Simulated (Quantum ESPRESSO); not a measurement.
# Cr (Im-3m) in Quantum ESPRESSO: further runs, part 2 of 2

Quantum ESPRESSO 7.5.

### Step 3. Wannier functions, PBEsol, collinear spin, ferromagnetic start

pw.in reads:

```
&CONTROL
  calculation = 'scf'
  prefix = 'pwscf'
  outdir = './tmp'
  pseudo_dir = './pseudo'
  tprnfor = .true.
  tstress = .true.
  disk_io = 'low'
/
&SYSTEM
  ibrav = 0
  nat = 1
  ntyp = 1
  ecutwfc = 45
  ecutrho = 360
  nbnd = 16
  occupations = 'smearing'
  smearing = 'fd'
  degauss = 0.00367493
  nspin = 2
  starting_magnetization(1) = 0.2143
/
&ELECTRONS
  conv_thr = 2d-10
  electron_maxstep = 120
  mixing_beta = 0.3
/
ATOMIC_SPECIES
Cr    51.9961 cr_pbesol_v1.5.uspp.F.UPF
CELL_PARAMETERS angstrom
  -1.4844496776    1.4844496776    1.4844496776
   1.4844496776   -1.4844496776    1.4844496776
   1.4844496776    1.4844496776   -1.4844496776
ATOMIC_POSITIONS crystal
Cr     0.0000000000    0.0000000000    0.0000000000
K_POINTS automatic
9 9 9 0 0 0
```

nscf.in reads:

```
&CONTROL
  calculation = 'nscf'
  prefix = 'pwscf'
  outdir = './tmp'
  pseudo_dir = './pseudo'
  disk_io = 'low'
/
&SYSTEM
  ibrav = 0
  nat = 1
  ntyp = 1
  ecutwfc = 45
  ecutrho = 360
  nbnd = 21
  occupations = 'smearing'
  smearing = 'fd'
  degauss = 0.00367493
  nspin = 2
  starting_magnetization(1) = 0.2143
  nosym = .true.
  noinv = .true.
/
&ELECTRONS
  conv_thr = 1d-09
  electron_maxstep = 120
  mixing_beta = 0.3
  diago_full_acc = .true.
/
ATOMIC_SPECIES
Cr    51.9961 cr_pbesol_v1.5.uspp.F.UPF
CELL_PARAMETERS angstrom
  -1.4844496776    1.4844496776    1.4844496776
   1.4844496776   -1.4844496776    1.4844496776
   1.4844496776    1.4844496776   -1.4844496776
ATOMIC_POSITIONS crystal
Cr     0.0000000000    0.0000000000    0.0000000000
K_POINTS crystal
343
  0.00000000   0.00000000   0.00000000 2.91545190e-03
  0.00000000   0.00000000   0.14285714 2.91545190e-03
  0.00000000   0.00000000   0.28571429 2.91545190e-03
  0.00000000   0.00000000   0.42857143 2.91545190e-03
  0.00000000   0.00000000   0.57142857 2.91545190e-03
  0.00000000   0.00000000   0.71428571 2.91545190e-03
[... 335 lines left out ...]
  0.85714286   0.85714286   0.71428571 2.91545190e-03
  0.85714286   0.85714286   0.85714286 2.91545190e-03
```

pw2wan_up.in reads:

```
&INPUTPP
  prefix = 'pwscf'
  outdir = './tmp'
  seedname = 'w_up'
  write_mmn = .true.
  write_amn = .true.
  spin_component = 'up'
/
```

pw2wan_dn.in reads:

```
&INPUTPP
  prefix = 'pwscf'
  outdir = './tmp'
  seedname = 'w_dn'
  write_mmn = .true.
  write_amn = .true.
  spin_component = 'down'
/
```

bands.in reads:

```
&CONTROL
  calculation = 'bands'
  prefix = 'pwscf'
  outdir = './tmp'
  pseudo_dir = './pseudo'
  disk_io = 'low'
/
&SYSTEM
  ibrav = 0
  nat = 1
  ntyp = 1
  ecutwfc = 45
  ecutrho = 360
  nbnd = 21
  occupations = 'smearing'
  smearing = 'fd'
  degauss = 0.00367493
  nspin = 2
  starting_magnetization(1) = 0.2143
/
&ELECTRONS
  conv_thr = 1d-08
  electron_maxstep = 120
  mixing_beta = 0.3
  diago_full_acc = .true.
/
ATOMIC_SPECIES
Cr    51.9961 cr_pbesol_v1.5.uspp.F.UPF
CELL_PARAMETERS angstrom
  -1.4844496776    1.4844496776    1.4844496776
   1.4844496776   -1.4844496776    1.4844496776
   1.4844496776    1.4844496776   -1.4844496776
ATOMIC_POSITIONS crystal
Cr     0.0000000000    0.0000000000    0.0000000000
K_POINTS crystal
56
  0.00000000   0.00000000   0.00000000 1
  0.04166700  -0.04166700   0.04166700 1
  0.08333300  -0.08333300   0.08333300 1
  0.12500000  -0.12500000   0.12500000 1
  0.16666700  -0.16666700   0.16666700 1
  0.20833300  -0.20833300   0.20833300 1
[... 48 lines left out ...]
  0.04166700   0.04166700   0.45833300 1
  0.00000000   0.00000000   0.50000000 1
```

w_up.win reads:

```
num_wann = 9
num_bands = 17
guiding_centres = true
dis_froz_max = 19.7
dis_num_iter = 600
dis_mix_ratio = 0.5
dis_conv_tol = 1.0d-9
num_iter = 400
conv_tol = 1.0d-9
conv_window = 4
num_print_cycles = 40
fermi_energy = 16.6976
bands_plot = true
write_hr = true
mp_grid = 7 7 7
exclude_bands = 1-4
spin = up
begin projections
Cr: s;p;d
end projections
begin unit_cell_cart
ang
 -1.4844496776   1.4844496776   1.4844496776
  1.4844496776  -1.4844496776   1.4844496776
  1.4844496776   1.4844496776  -1.4844496776
end unit_cell_cart
begin atoms_frac
Cr   0.0000000000   0.0000000000   0.0000000000
end atoms_frac
begin kpoint_path
G   0.0000000000   0.0000000000   0.0000000000  H   0.5000000000  -0.5000000000   0.5000000000
H   0.5000000000  -0.5000000000   0.5000000000  N   0.0000000000   0.0000000000   0.5000000000
N   0.0000000000   0.0000000000   0.5000000000  G   0.0000000000   0.0000000000   0.0000000000
G   0.0000000000   0.0000000000   0.0000000000  P   0.2500000000   0.2500000000   0.2500000000
P   0.2500000000   0.2500000000   0.2500000000  H   0.5000000000  -0.5000000000   0.5000000000
P   0.2500000000   0.2500000000   0.2500000000  N   0.0000000000   0.0000000000   0.5000000000
end kpoint_path
bands_num_points = 12
begin kpoints
  0.00000000   0.00000000   0.00000000
  0.00000000   0.00000000   0.14285714
  0.00000000   0.00000000   0.28571429
  0.00000000   0.00000000   0.42857143
  0.00000000   0.00000000   0.57142857
  0.00000000   0.00000000   0.71428571
[... 335 lines left out ...]
  0.85714286   0.85714286   0.71428571
  0.85714286   0.85714286   0.85714286
end kpoints
```

w_dn.win reads:

```
num_wann = 9
num_bands = 17
guiding_centres = true
dis_froz_max = 18.7
dis_num_iter = 600
dis_mix_ratio = 0.5
dis_conv_tol = 1.0d-9
num_iter = 400
conv_tol = 1.0d-9
conv_window = 4
num_print_cycles = 40
fermi_energy = 16.6976
bands_plot = true
write_hr = true
mp_grid = 7 7 7
exclude_bands = 1-4
spin = down
begin projections
Cr: s;p;d
end projections
begin unit_cell_cart
ang
 -1.4844496776   1.4844496776   1.4844496776
  1.4844496776  -1.4844496776   1.4844496776
  1.4844496776   1.4844496776  -1.4844496776
end unit_cell_cart
begin atoms_frac
Cr   0.0000000000   0.0000000000   0.0000000000
end atoms_frac
begin kpoint_path
G   0.0000000000   0.0000000000   0.0000000000  H   0.5000000000  -0.5000000000   0.5000000000
H   0.5000000000  -0.5000000000   0.5000000000  N   0.0000000000   0.0000000000   0.5000000000
N   0.0000000000   0.0000000000   0.5000000000  G   0.0000000000   0.0000000000   0.0000000000
G   0.0000000000   0.0000000000   0.0000000000  P   0.2500000000   0.2500000000   0.2500000000
P   0.2500000000   0.2500000000   0.2500000000  H   0.5000000000  -0.5000000000   0.5000000000
P   0.2500000000   0.2500000000   0.2500000000  N   0.0000000000   0.0000000000   0.5000000000
end kpoint_path
bands_num_points = 12
begin kpoints
  0.00000000   0.00000000   0.00000000
  0.00000000   0.00000000   0.14285714
  0.00000000   0.00000000   0.28571429
  0.00000000   0.00000000   0.42857143
  0.00000000   0.00000000   0.57142857
  0.00000000   0.00000000   0.71428571
[... 335 lines left out ...]
  0.85714286   0.85714286   0.71428571
  0.85714286   0.85714286   0.85714286
end kpoints
```

Potentials or basis: GBRV 1.5 PBEsol.

Command:

```bash
OMP_NUM_THREADS=1 pw.x -in pw.in > pw.out
OMP_NUM_THREADS=1 pw.x -in nscf.in > nscf.out
wannier90.x -pp w_up
OMP_NUM_THREADS=1 pw2wannier90.x -in pw2wan_up.in > pw2wan_up.out
wannier90.x w_up
wannier90.x -pp w_dn
OMP_NUM_THREADS=1 pw2wannier90.x -in pw2wan_dn.in > pw2wan_dn.out
wannier90.x w_dn
OMP_NUM_THREADS=1 pw.x -in bands.in > bands.out
```

pw.out:

```text
This program is part of the open-source Quantum ESPRESSO suite
     for quantum simulation of materials; please cite
[... 9 lines left out ...]
     --------------------
     sticks:   dense  smooth     PW     G-vecs:    dense   smooth      PW
     Sum         631     315    103                10149     3559     683

     Using Slab Decomposition

     bravais-lattice index     =            0
     lattice parameter (alat)  =       4.8588  a.u.
     unit-cell volume          =      88.2984 (a.u.)^3
     number of atoms/cell      =            1
     number of atomic types    =            1
     number of electrons       =        14.00
     number of Kohn-Sham states=           16
     kinetic-energy cutoff     =      45.0000  Ry
     charge density cutoff     =     360.0000  Ry
     scf convergence threshold =      2.0E-10
     mixing beta               =       0.3000
     number of iterations used =            8  plain     mixing
     Exchange-correlation= SLA  PW   PSX  PSC
                           (   1   4  10   8   0   0   0)

     celldm(1)=   4.858755  celldm(2)=   0.000000  celldm(3)=   0.000000
     celldm(4)=   0.000000  celldm(5)=   0.000000  celldm(6)=   0.000000

     crystal axes: (cart. coord. in units of alat)
               a(1) = (  -0.577350   0.577350   0.577350 )
               a(2) = (   0.577350  -0.577350   0.577350 )
               a(3) = (   0.577350   0.577350  -0.577350 )

     reciprocal axes: (cart. coord. in units 2 pi/alat)
               b(1) = ( -0.000000  0.866025  0.866025 )
               b(2) = (  0.866025 -0.000000  0.866025 )
               b(3) = (  0.866025  0.866025  0.000000 )

[... 311 lines left out ...]
     iteration # 20     ecut=    45.00 Ry     beta= 0.30
     Davidson diagonalization with overlap
     ethr =  1.18E-11,  avg # of iterations =  1.0

     negative rho (up, down):  4.952E-04 4.952E-04

     Magnetic moment per site  (integrated on atomic sphere of radius R)
     atom   1 (R=0.412)  charge= 12.3068  magn=  0.0000

     End of self-consistent calculation

 ------ SPIN UP ------------

          k = 0.0000 0.0000 0.0000 (   429 PWs)   bands (ev):

   -54.9667 -26.0227 -26.0227 -26.0227   9.2280  15.9149  15.9149  15.9149
    17.6349  17.6349  37.9713  37.9713  37.9713  44.0703  44.0703  47.0276
[... 168 lines left out ...]
   -54.7528 -26.4598 -26.4464 -26.4464  13.1443  13.1491  18.4754  18.4754
    18.6696  24.9619  26.6796  26.6796  32.3491  33.0201  37.9681  49.8180

 ------ SPIN DOWN ----------

          k = 0.0000 0.0000 0.0000 (   429 PWs)   bands (ev):

   -54.9667 -26.0227 -26.0227 -26.0227   9.2280  15.9149  15.9149  15.9149
    17.6350  17.6350  37.9713  37.9713  37.9713  44.0703  44.0703  47.0276
[... 168 lines left out ...]
   -54.7528 -26.4598 -26.4464 -26.4464  13.1443  13.1491  18.4754  18.4754
    18.6696  24.9619  26.6796  26.6796  32.3491  33.0201  37.9681  49.8179

     the Fermi energy is    16.6976 ev

!    total energy              =    -175.37517618 Ry
     estimated scf accuracy    <          1.1E-11 Ry
     smearing contrib. (-TS)   =      -0.00055715 Ry
     internal energy E=F+TS    =    -175.37461902 Ry

     The total energy is F=E-TS. E is the sum of the following terms:
     one-electron contribution =     -65.34062740 Ry
     hartree contribution      =      39.19238308 Ry
     xc contribution           =     -22.08946687 Ry
     ewald contribution        =    -127.13690784 Ry

     total magnetization       =     0.00 Bohr mag/cell
     absolute magnetization    =     0.00 Bohr mag/cell

     convergence has been achieved in  20 iterations

     negative rho (up, down):  4.952E-04 4.952E-04

     Forces acting on atoms (cartesian axes, Ry/au):

     atom    1 type  1   force =     0.00000000    0.00000000    0.00000000

     Total force =     0.000000     Total SCF correction =     0.000000

     Computing stress (Cartesian axis) and pressure

     negative rho (up, down):  4.952E-04 4.952E-04
          total   stress  (Ry/bohr**3)                   (kbar)     P=     -324.14
  -0.00220345  -0.00000000  -0.00000000         -324.14       -0.00       -0.00
  -0.00000000  -0.00220345  -0.00000000           -0.00     -324.14       -0.00
  -0.00000000  -0.00000000  -0.00220345           -0.00       -0.00     -324.14

=------------------------------------------------------------------------------=
   JOB DONE.
=------------------------------------------------------------------------------=
```

w_up-pp.out:

```text
y           z                         |
 |            ---        --------------------------------                     |
 |             1         0.302334    0.302334    0.000000                     |
 |             2         0.302334    0.000000    0.302334                     |
 |             3         0.000000    0.302334    0.302334                     |
 |             4         0.000000   -0.302334    0.302334                     |
 |             5        -0.302334    0.000000    0.302334                     |
 |             6        -0.302334    0.302334    0.000000                     |
 +----------------------------------------------------------------------------+

 Time to get kmesh              0.077 (sec)
 *============================================================================*
 |                              MEMORY ESTIMATE                               |
 *============================================================================*
 |                        Disentanglement           25.59 Mb                  |
 |                            Wannierise:           14.33 Mb                  |
 |                          plot_wannier:           14.33 Mb                  |
 *----------------------------------------------------------------------------*

 Starting a new Wannier90 calculation ...

 Time to write kmesh            0.099 (sec)

 Exiting... w_up.nnkp written.
```

Wall time 3.4 min (1 thread of Arm Neoverse V2, shared host); peak memory 0.13 GiB.

Results:

* Free energy: -2386.1008 eV
* Pressure: -32.4 GPa
* Band gap on the k mesh: none (metal or under the smearing width)
* Net moment: 0.00 μB per cell
* Absolute moment: 0.00 μB per cell
* Valence electrons inside the program's atomic spheres: Cr 12.31
* Total Wannier spread: 13.39 Å² over 18 functions
* RMS miss of the Wannier bands: 0.009 eV

Levels at the corners of the path, in eV from the Fermi level:
Spin up:
```tsv
point	band 5	band 6	band 7	band 8	band 9	band 10
Γ	-7.47	-0.78	-0.78	-0.78	0.94	0.94
H	-3.67	-3.67	2.07	2.07	2.07	9.44
N	-3.91	-2.09	0.79	0.93	1.21	2.39
Γ	-7.47	-0.78	-0.78	-0.78	0.94	0.94
P	-2.06	-2.06	-2.06	1.26	1.26	9.11
H	-3.67	-3.67	2.07	2.07	2.07	9.44
P	-2.06	-2.06	-2.06	1.26	1.26	9.11
N	-3.91	-2.09	0.79	0.93	1.21	2.39
```
Spin down:
```tsv
point	band 5	band 6	band 7	band 8	band 9	band 10
Γ	-7.47	-0.78	-0.78	-0.78	0.94	0.94
H	-3.67	-3.67	2.07	2.07	2.07	9.44
N	-3.91	-2.09	0.79	0.93	1.21	2.39
Γ	-7.47	-0.78	-0.78	-0.78	0.94	0.94
P	-2.06	-2.06	-2.06	1.26	1.26	9.11
H	-3.67	-3.67	2.07	2.07	2.07	9.44
P	-2.06	-2.06	-2.06	1.26	1.26	9.11
N	-3.91	-2.09	0.79	0.93	1.21	2.39
```

Spin up: Wannier functions:
```tsv
function	nearest atom	distance (Å)	spread (Å²)	on-site energy from the reference level (eV)
1	1 Cr	0.84	0.96	10.50
2	1 Cr	0.94	0.90	11.57
3	1 Cr	0.84	0.95	10.53
4	1 Cr	0.94	0.90	11.48
5	1 Cr	0.21	0.65	2.91
6	1 Cr	0.06	0.55	1.29
7	1 Cr	0.02	0.54	0.88
8	1 Cr	0.22	0.66	2.93
9	1 Cr	0.06	0.56	1.29
```
Spin down: Wannier functions:
```tsv
function	nearest atom	distance (Å)	spread (Å²)	on-site energy from the reference level (eV)
1	1 Cr	0.82	0.96	10.34
2	1 Cr	0.94	0.90	11.58
3	1 Cr	0.83	0.95	10.41
4	1 Cr	0.91	0.91	11.29
5	1 Cr	0.22	0.66	3.03
6	1 Cr	0.06	0.55	1.27
7	1 Cr	0.02	0.53	0.90
8	1 Cr	0.26	0.69	3.35
9	1 Cr	0.06	0.56	1.24
```

Parts of the spread (Å²): spin up: invariant 5.70, diagonal 0.003, off-diagonal 0.97, total 6.67; spin down: invariant 5.71, diagonal 0.003, off-diagonal 1.01, total 6.72. Against the direct bands the interpolation misses by 9 meV (root mean square) and 33 meV at most, for states up to 1 eV over the reference level.

Caveat: the k mesh is coarse; the starting moments collapsed, and a magnetic state may lie lower; a pressure of tens of GPa on the cell as given is suspect, and the run, the potentials or the cell itself is likely at fault; the Wannier minimisation didn't converge.
